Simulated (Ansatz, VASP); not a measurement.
Two plane-wave programs on Au

```
Au
1.0
     2.83898    0.00000    0.00000
    -1.41949    2.45863    0.00000
     0.00000    0.00000    4.85052
Au
2
Direct
  0.33333 0.66667 0.69877
  0.66667 0.33333 0.30123
```

Alike in both runs: task single point; functional PBEsol; k mesh 15 × 15 × 8; occupations gaussian, width 0.1 eV; no spin polarisation.

|  | VASP | Ansatz |
| --- | --- | --- |
| version | VASP 6.6.1 | Ansatz 0.2.0 |
| potentials or method | VASP PAW PBE potentials, release 64 (Au) | scalar-relativistic, plane waves, PAW |
| plane-wave cutoff (eV) | 520 | 420 |
| valence electrons in the cell | 22 | 38 |

```csv
,VASP,Ansatz,Ansatz less VASP
gap on the k mesh at the Fermi level (eV),none,none,-
pressure (GPa),27.2,27.4,+0.20
largest component of the traceless stress (GPa),9.93,9.93,-0.001
rms of the force components (eV/Å),3.261,3.267,+0.0052
```

Atom by atom the forces differ by 0.005 eV/Å (rms over components). A gap of «none» marks a metal or a gap that the smearing closes. The two sets of potentials don't hold the same shells in valence.

Caveats: so large a pressure means that the cell lies far from this level's equilibrium, or that cutoff or potentials fall short (VASP); the potentials were made for another functional, which shifts forces and pressure (VASP). The runs have no spin-orbit coupling, so splittings on Au are missing.
